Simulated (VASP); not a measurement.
# Sb (P6_3/mmc) in VASP: a series of runs

One crystal, Sb, is run at these levels: PBE; tasks: optical spectrum, density of states, electric field gradients, core levels.

Everything below comes from runs of VASP 6.6.1. Logs are shortened: lines on timing, memory, paths and dates and some standing lists are left out, and cuts for length are marked.

## 1. Starting point

Symmetry: P6_3/mmc, No. 194, hexagonal system. Conventional cell: a = 3.355 Å, b = 3.355 Å, c = 5.470 Å, α = 90.00°, β = 90.00°, γ = 120.00°. Around Sb (site symmetry -6m2) lie 12 Sb at 3.35 Å.

This isn't the form of Sb at room conditions, which is rhombohedral.

## 2. Optical spectrum, PBE

Input file INCAR:

```
ALGO = Fast
CSHIFT = 0.05
EDIFF = 1E-6
ENCUT = 520
GGA = PE
ISIF = 2
ISMEAR = 0
LASPH = T
LCHARG = F
LOPTICS = T
LREAL = F
LWAVE = F
NBANDS = 29
NEDOS = 2000
NELM = 100
PREC = Accurate
SIGMA = 0.02
```

Input file KPOINTS:

```
k-points
0
Gamma
  9 9 5
```

Input file POSCAR:

```
Sb
1.0
    3.3545324186      0.0000000000      0.0000000000
   -1.6772662093      2.9051102923      0.0000000000
    0.0000000000      0.0000000000      5.4701606500
Sb
2
Direct
    0.6666666667      0.3333333333      0.7500000000
    0.3333333333      0.6666666667      0.2500000000
```

Potentials or basis: VASP PAW PBE potentials, release 64 (Sb).

Launch:

```bash
cat potpaw_PBE.64/Sb/POTCAR > POTCAR
mpirun -np 1 vasp_std > vasp.out
```

OUTCAR:

```text
EDIFF = 1E-6
   ENCUT = 520
   GGA = PE
   ISIF = 2
   ISMEAR = 0
   LASPH = T
   LREAL = F
   NELM = 100
   PREC = Accurate

 ion  position               nearest neighbor table
   1  0.667  0.333  0.750-   2 3.35   2 3.35   2 3.35   2 3.35   2 3.35   2 3.35
   2  0.333  0.667  0.250-   1 3.35   1 3.35   1 3.35   1 3.35   1 3.35   1 3.35

  LATTYP: Found a hexagonal cell.
 ALAT       =     3.3545324186
 C/A-ratio  =     1.6306775334

  Lattice vectors:

 A1 = (   3.3545324186,   0.0000000000,   0.0000000000)
 A2 = (  -1.6772662093,   2.9051102923,   0.0000000000)
 A3 = (   0.0000000000,   0.0000000000,   5.4701606500)

Analysis of symmetry for initial positions (statically):
=====================================================================
 Subroutine PRICEL returns:
 Original cell was already a primitive cell.

 Routine SETGRP: Setting up the symmetry group for a
 hexagonal supercell.

 Subroutine GETGRP returns: Found 24 space group operations
 (whereof 12 operations were pure point group operations)
 out of a pool of 24 trial point group operations.

The static configuration has the point symmetry D_3d.
 The point group associated with its full space group is D_6h.

Analysis of symmetry for dynamics (positions and initial velocities):
=====================================================================
 Subroutine PRICEL returns:
 Original cell was already a primitive cell.

 Routine SETGRP: Setting up the symmetry group for a
 hexagonal supercell.

 Subroutine GETGRP returns: Found 24 space group operations
 (whereof 12 operations were pure point group operations)
 out of a pool of 24 trial point group operations.

The dynamic configuration has the point symmetry D_3d.
[... 649 lines left out ...]
  in kB       11.3280175     11.3280175     17.7196235      0.0000000      0.0000000      0.0000000
  external PRESSURE =      13.4585529 kB  Pullay stress =       0.0000000 kB

 VOLUME and BASIS-vectors are now :
 -----------------------------------------------------------------------------
  energy-cutoff  :      520.00
  volume of cell :       53.31
      direct lattice vectors                 reciprocal lattice vectors
     3.354532419  0.000000000  0.000000000     0.298104139  0.172110505  0.000000000
    -1.677266209  2.905110292  0.000000000     0.000000000  0.344221010  0.000000000
     0.000000000  0.000000000  5.470160650     0.000000000  0.000000000  0.182809987

 POSITION                                       TOTAL-FORCE (eV/Angst)
 -----------------------------------------------------------------------------------
      1.67727      0.96837      4.10262         0.000000     -0.000000      0.000000
     -0.00000      1.93674      1.36754        -0.000000      0.000000      0.000000
 -----------------------------------------------------------------------------------
    total drift:                                0.000000     -0.000000      0.000000

  FREE ENERGIE OF THE ION-ELECTRON SYSTEM (eV)
  ---------------------------------------------------
  free  energy   TOTEN  =        -7.7200194371 eV

  energy  without entropy=       -7.7193069341  energy(sigma->0) =       -7.71966319

 electrical conductivity sigma (Mega S m-1) (frequency dependency in vasprun.xml)
  --------------------------------------------------------------------------------------
       0.490       0.000       0.000
       0.000       0.490       0.000
       0.000       0.000       1.076

  frequency dependent IMAGINARY DIELECTRIC FUNCTION (independent particle, no local field effects) density-density
     E(ev)      X         Y         Z        XY        YZ        ZX
  --------------------------------------------------------------------------------------------------------------
     0.00000     0.00000     0.00000     0.00000     0.00000     0.00000     0.00000
     0.45391     3.96226     3.96226    43.19771     0.00000     0.00000    -0.00000
     0.90782    36.53344    36.53344    18.91121     0.00000     0.00000    -0.00000
     1.36172    84.50406    84.50406    51.39884    -0.00000    -0.00000     0.00000
     1.81563    35.03145    35.03145    76.12967     0.00000     0.00000     0.00000
     2.26954    15.20034    15.20034    12.13197     0.00000     0.00000    -0.00000
[... 92 lines left out ...]
    44.48294     0.00018     0.00018     0.00022    -0.00000     0.00000    -0.00000
    44.93685     0.00017     0.00017     0.00021    -0.00000     0.00000    -0.00000

  frequency dependent      REAL DIELECTRIC FUNCTION (independent particle, no local field effects) density-density
     E(ev)        X           Y           Z          XY          YZ          ZX
  --------------------------------------------------------------------------------------------------------------
     0.00000    92.64979    92.64979  5824.06133    -0.00000     0.00000    -0.00000
     0.45391    41.62619    41.62619  -122.92904     0.00000    -0.00000     0.00000
     0.90782    45.59112    45.59112    -7.24720     0.00000    -0.00000     0.00000
     1.36172     3.89939     3.89939    -3.79600     0.00000     0.00000    -0.00000
     1.81563   -18.96945   -18.96945    -7.22161    -0.00000    -0.00000    -0.00000
     2.26954   -20.68760   -20.68760   -19.22695     0.00000    -0.00000    -0.00000
[... 92 lines left out ...]
    44.48294     0.92399     0.92399     0.90614     0.00000    -0.00000     0.00000
    44.93685     0.92557     0.92557     0.90808     0.00000    -0.00000     0.00000

  frequency dependent IMAGINARY DIELECTRIC FUNCTION (independent particle, no local field effects) current-current
     E(ev)      X         Y         Z        XY        YZ        ZX
  --------------------------------------------------------------------------------------------------------------
     0.00000   296.74966   296.74966 14726.23987    -0.00000    -0.00000    -0.00000
     0.45391    12.92339    12.92339    15.35850    -0.00000     0.00000    -0.00000
     0.90782    41.20805    41.20805    17.88048    -0.00000     0.00000    -0.00000
     1.36172    84.47736    84.47736    50.75820     0.00000    -0.00000    -0.00000
     1.81563    33.82606    33.82606    75.69054    -0.00000    -0.00000     0.00000
     2.26954    14.21464    14.21464    11.24064    -0.00000     0.00000     0.00000
[... 92 lines left out ...]
    44.48294     0.00001     0.00001     0.00001     0.00000     0.00000     0.00000
    44.93685     0.00001     0.00001     0.00001     0.00000     0.00000     0.00000

  frequency dependent      REAL DIELECTRIC FUNCTION (independent particle, no local field effects) current-current
     E(ev)        X           Y           Z          XY          YZ          ZX
  --------------------------------------------------------------------------------------------------------------
     0.00000     1.37527     1.37527 -3469.41972     0.00000     0.00000     0.00000
     0.45391    41.48855    41.48855   -53.31891    -0.00000     0.00000     0.00000
     0.90782    41.67892    41.67892     9.96128     0.00000     0.00000     0.00000
     1.36172    -2.33772    -2.33772     0.98077     0.00000    -0.00000    -0.00000
     1.81563   -20.77152   -20.77152    -6.78551     0.00000     0.00000    -0.00000
     2.26954   -21.29762   -21.29762   -16.67976     0.00000    -0.00000     0.00000
[... 92 lines left out ...]
    44.48294     0.92410     0.92410     0.91415     0.00000    -0.00000     0.00000
    44.93685     0.92568     0.92568     0.91593     0.00000    -0.00000     0.00000
```

OSZICAR:

```text
N       E                     dE             d eps       ncg     rms          rms(c)
DAV:   1     0.294446851446E+02    0.29445E+02   -0.31454E+03  2088   0.274E+02
DAV:   2    -0.615415461887E+01   -0.35599E+02   -0.33723E+02  2507   0.641E+01
DAV:   3    -0.772036033268E+01   -0.15662E+01   -0.15488E+01  2648   0.121E+01
DAV:   4    -0.772939613654E+01   -0.90358E-02   -0.90322E-02  2488   0.105E+00
DAV:   5    -0.772945180020E+01   -0.55664E-04   -0.55661E-04  2445   0.893E-02    0.246E+00
RMM:   6    -0.772316354831E+01    0.62883E-02   -0.21403E-03  2155   0.120E-01    0.142E+00
RMM:   7    -0.771997045759E+01    0.31931E-02   -0.47761E-03  2327   0.183E-01    0.519E-02
RMM:   8    -0.772001552007E+01   -0.45062E-04   -0.19381E-04  2430   0.442E-02    0.160E-02
RMM:   9    -0.772001991203E+01   -0.43920E-05   -0.21577E-05  2543   0.144E-02    0.352E-03
RMM:  10    -0.772001943714E+01    0.47489E-06   -0.31914E-06  2547   0.548E-03
   1 F= -.77200194E+01 E0= -.77196632E+01  d E =-.712503E-03
 imaginary and real dielectric function
```

stdout:

```text
POSCAR found type information on POSCAR Sb
 POSCAR found :  1 types and       2 ions
 scaLAPACK will be used
 LDA part: xc-table for (Slater+PW92), standard interpolation
 POSCAR, INCAR and KPOINTS ok, starting setup
 FFT: planning ... GRIDC
 FFT: planning ... GRID_SOFT
 FFT: planning ... GRID
 WAVECAR not read
 entering main loop
 optical routines
 imaginary and real dielectric function
 recalculating local potential from charge density
 direction            1
 direction            2
 direction            3
```

It took 33 s on 1 thread of Intel Xeon Platinum 8375C at 2.90GHz (Ice Lake), shared host; peak memory 0.22 GiB.

What came out:

```
Free energy            : -7.7200 eV
Pressure               : 1.3 GPa
Band gap on the k mesh : none (metal or under the smearing width)
```

Stress tensor (GPa, compression positive):
```
1.13 0.00 0.00
0.00 1.13 0.00
0.00 0.00 1.77
```

Levels at points of the mesh, in eV from the Fermi level:
| k point | band 2 | band 3 | band 4 | band 5 | band 6 | band 7 | band 8 | band 9 |
| --- | --- | --- | --- | --- | --- | --- | --- | --- |
| (0.00, 0.00, 0.00) | -9.05 | -5.76 | 3.73 | 3.73 | 5.38 | 5.38 | 5.62 | 7.85 |

Dielectric function (mean over the directions given):
```csv
energy (eV),real part,imaginary part
0.27,-111.18,60.27
0.73,24.41,8.86
1.27,58.97,51.95
1.72,8.41,45.41
2.27,-20.20,14.18
2.72,-8.18,11.70
3.27,-14.34,6.05
3.72,-6.65,2.15
4.27,-5.18,6.03
4.81,-4.40,1.66
5.27,-2.93,1.13
5.81,-1.49,0.94
6.26,-0.90,1.36
6.81,-0.34,3.22
7.26,-1.21,0.67
7.81,-1.64,0.90
8.35,-1.26,0.79
8.81,-0.91,0.58
9.35,-0.61,0.81
9.80,-0.22,0.87
10.35,-0.45,0.51
10.80,-0.11,0.44
11.35,-0.23,0.63
11.80,0.07,0.67
12.35,-0.01,0.57
12.89,-0.10,0.53
13.34,-0.14,0.29
13.89,-0.06,0.18
14.34,0.12,0.16
14.89,0.22,0.12
15.34,0.26,0.18
15.89,0.31,0.13
16.43,0.33,0.11
16.89,0.37,0.12
17.43,0.45,0.15
17.88,0.41,0.14
18.43,0.44,0.09
18.88,0.48,0.06
19.43,0.51,0.06
19.97,0.54,0.04
```

Caveat: spectra need much finer meshes, so this one isn't converged; independent-particle spectra lack excitons; the intraband (Drude) part of a metal's response may be missing.

## 3. Density of states, PBE

POSCAR is that of step 2.

Input file INCAR.step1:

```
ALGO     = Fast           # electronic algorithm
EDIFF    = 1E-6           # SCF threshold, eV
ENCUT    = 520            # plane-wave cutoff, eV
GGA      = PE             # functional
ISIF     = 2              # what is computed and relaxed
ISMEAR   = 0              # smearing method
LASPH    = T              # aspherical terms in the spheres
LCHARG   = T              # write CHGCAR
LREAL    = F              # projectors in reciprocal space
LWAVE    = F              # write WAVECAR
NBANDS   = 12             # bands
NELM     = 100            # most SCF steps
PREC     = Accurate       # precision mode
SIGMA    = 0.02           # smearing width, eV
```

Input file KPOINTS.step1:

```
k-points
0
Gamma
  9 9 5
```

Input file INCAR.step2:

```
ALGO     = Fast           # electronic algorithm
EDIFF    = 1E-6           # SCF threshold, eV
ENCUT    = 520            # plane-wave cutoff, eV
GGA      = PE             # functional
ICHARG   = 11             # starting density
ISIF     = 2              # what is computed and relaxed
ISMEAR   = -5             # smearing method
LASPH    = T              # aspherical terms in the spheres
LCHARG   = F              # write CHGCAR
LORBIT   = 11             # projections on sites
LREAL    = F              # projectors in reciprocal space
LWAVE    = F              # write WAVECAR
NBANDS   = 12             # bands
NEDOS    = 2001           # points of the DOS
NELM     = 100            # most SCF steps
PREC     = Accurate       # precision mode
SIGMA    = 0.02           # smearing width, eV
```

Input file KPOINTS.step2:

```
k-points
0
Gamma
  14 14 8
```

Potentials or basis: VASP PAW PBE potentials, release 64 (Sb).

Launch:

```bash
cat potpaw_PBE.64/Sb/POTCAR > POTCAR
cp INCAR.step1 INCAR
cp KPOINTS.step1 KPOINTS
mpirun -np 1 vasp_std > vasp.out
cp INCAR.step2 INCAR
cp KPOINTS.step2 KPOINTS
mpirun -np 1 vasp_std > vasp.out
```

It took 44 s on 1 thread of Intel Xeon Platinum 8375C at 2.90GHz (Ice Lake), shared host; peak memory 0.21 GiB.

It converged, with:

| Quantity | Value |
| --- | --- |
| Valence electrons inside the program's atomic spheres | Sb 2.34 |

Levels at points of the mesh, in eV from the Fermi level:
```csv
k point,band 2,band 3,band 4,band 5,band 6,band 7,band 8,band 9
"(0.00, 0.00, 0.00)",-9.22,-5.93,3.56,3.56,5.21,5.21,5.45,7.68
"(0.50, 0.00, 0.00)",-8.14,-4.40,-3.13,-2.35,-0.20,0.33,3.64,4.39
"(0.00, 0.00, 0.50)",-11.81,-0.84,-0.84,4.38,4.38,4.38,4.38,8.61
"(0.50, 0.00, 0.50)",-8.56,-5.42,-5.42,1.57,1.57,1.77,1.77,5.76
```

States per cell in windows of 0.5 eV (zero at the Fermi level; states under -8 eV left out):
```tsv
from (eV)	total	Sb1_p	Sb2_p	Sb1_d	Sb2_d	Sb1_s	Sb2_s
-8.0	0.54	0.00	0.00	0.00	0.00	0.17	0.17
-7.5	0.01	0.00	0.00	0.00	0.00	0.00	0.00
-7.0	0.00	0.00	0.00	0.00	0.00	0.00	0.00
-6.5	0.00	0.00	0.00	0.00	0.00	0.00	0.00
-6.0	0.02	0.00	0.00	0.00	0.00	0.00	0.00
-5.5	0.25	0.04	0.04	0.00	0.00	0.00	0.00
-5.0	0.46	0.07	0.07	0.00	0.00	0.01	0.01
-4.5	0.77	0.12	0.12	0.00	0.00	0.02	0.02
-4.0	0.50	0.08	0.08	0.00	0.00	0.02	0.02
-3.5	0.54	0.09	0.09	0.00	0.00	0.02	0.02
-3.0	0.57	0.09	0.09	0.00	0.00	0.02	0.02
-2.5	0.62	0.10	0.10	0.00	0.00	0.02	0.02
-2.0	0.47	0.08	0.08	0.00	0.00	0.02	0.02
-1.5	0.60	0.10	0.10	0.01	0.01	0.02	0.02
-1.0	0.58	0.10	0.10	0.01	0.01	0.02	0.02
-0.5	0.61	0.11	0.11	0.01	0.01	0.01	0.01
0.0	0.74	0.14	0.14	0.01	0.01	0.01	0.01
0.5	0.77	0.15	0.15	0.01	0.01	0.01	0.01
1.0	0.63	0.13	0.13	0.01	0.01	0.01	0.01
1.5	0.74	0.16	0.16	0.01	0.01	0.01	0.01
2.0	0.83	0.19	0.19	0.01	0.01	0.01	0.01
2.5	0.88	0.21	0.21	0.01	0.01	0.01	0.01
3.0	0.55	0.14	0.14	0.01	0.01	0.00	0.00
3.5	0.39	0.10	0.10	0.01	0.01	0.00	0.00
4.0	0.27	0.07	0.07	0.01	0.01	0.00	0.00
4.5	0.29	0.06	0.06	0.01	0.01	0.00	0.00
5.0	0.32	0.03	0.03	0.03	0.03	0.00	0.00
5.5	0.41	0.01	0.01	0.04	0.04	0.01	0.01
6.0	0.53	0.02	0.02	0.05	0.05	0.01	0.01
6.5	0.72	0.03	0.03	0.07	0.07	0.01	0.01
7.0	0.83	0.04	0.04	0.09	0.09	0.01	0.01
7.5	0.80	0.04	0.04	0.09	0.09	0.01	0.01
```

Caveat: tetrahedron occupations give inexact forces and stress in metals. Spin-orbit coupling is left out, which matters for the levels of Sb.

(Part 1 of 2 ends here.)
